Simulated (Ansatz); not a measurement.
Runs of Ansatz 0.2.0 on Co. It takes space group P-3m1 (No. 164, trigonal). Conventional cell: a = 2.487 Å, b = 2.487 Å, c = 4.063 Å, α = 90.00°, β = 90.00°, γ = 120.00°. Around Co (site symmetry 3m) lie 12 Co at 2.42 to 2.55 Å.

| task | potentials or basis | cell | cutoff (eV) | basis error allowed | gap on the mesh (eV) | pressure (GPa) | moment (μB) | largest force (eV/Å) |
| --- | --- | --- | --- | --- | --- | --- | --- | --- |
| band structure | all-electron LAPW, non-relativistic | as given | 328 | 0.001 eV/atom | - | -5.6 | 3.22 | (a) |
| band structure | all-electron PAW datasets made for the crystal | as given | 340 | - | - | -9.4 | 3.26 | 0.44 |
| single point | all-electron LAPW, scalar-relativistic | atoms moved at random, drawn with an rms of 0.05 Å | 338 | 0.001 eV/atom | none | -8.7 | 3.27 | 0.65 |
| band structure | all-electron LAPW, scalar-relativistic | as given | 328 | 0.001 eV/atom | - | -9.4 | 3.26 | 0.44 |
| single point | all-electron LAPW, scalar-relativistic | as given | 328 | 0.001 eV/atom | none | -9.4 | 3.26 | 0.44 |
| band structure | all-electron LAPW, inner shells corrected to Dirac's equation | as given | 328 | 0.001 eV/atom | - | -9.4 | 3.26 | 0.44 |

Alike in all rows: level PBEsol; spin collinear, ferromagnetic start; k mesh 12 × 12 × 7; smearing fermi-dirac 0.05 eV.

Problem. Estimate the missing entries.

Solution. (a) 0.48.

Caveats: the program warned that the printed levels may be off, so bands, gaps and densities of states are rough (some runs).

A gap of «none» marks a metal or a gap under the smearing width.
